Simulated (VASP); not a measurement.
Au, 1 atom in the cell. It takes space group Im-3m (No. 229, cubic). Conventional cell: a = 3.240 Å, b = 3.240 Å, c = 3.240 Å, α = 90.00°, β = 90.00°, γ = 90.00°. Au (site symmetry m-3m) is surrounded by 8 Au at 2.81 Å. This isn't the form of Au at room conditions, which is fcc.

| Item | Value |
| --- | --- |
| Program | VASP 6.6.1 |
| Task | relaxation of cell and atoms |
| Functional | PBEsol |
| Potentials or basis | VASP PAW PBE potentials, release 64 (Au) |
| Cutoff | 600 eV |
| k mesh | 18 × 18 × 18 |
| Occupations | gaussian, width 0.1 eV |
| Spin | no spin polarisation |
| Further INCAR settings | ALGO = Normal; EDIFF = 1e-07; IBRION = 2; EDIFFG = -0.005; NSW = 90; ISIF = 3 |

Potentials or basis: VASP PAW PBE potentials, release 64 (Au).

Run with:

```console
$ cat potpaw_PBE.64/Au/POTCAR > POTCAR
$ mpirun -np 1 vasp_std > vasp.out
```

Hardware: 1 thread of Intel(R) Xeon(R) Platinum 8488C (Sapphire Rapids) (shared host).

How long does it take, and how much memory?

It took 22 s on 1 thread of Intel(R) Xeon(R) Platinum 8488C (Sapphire Rapids), with other jobs on the host, peak memory 0.17 GiB. Counts: scf iterations 21, k points 195, ion steps 3.
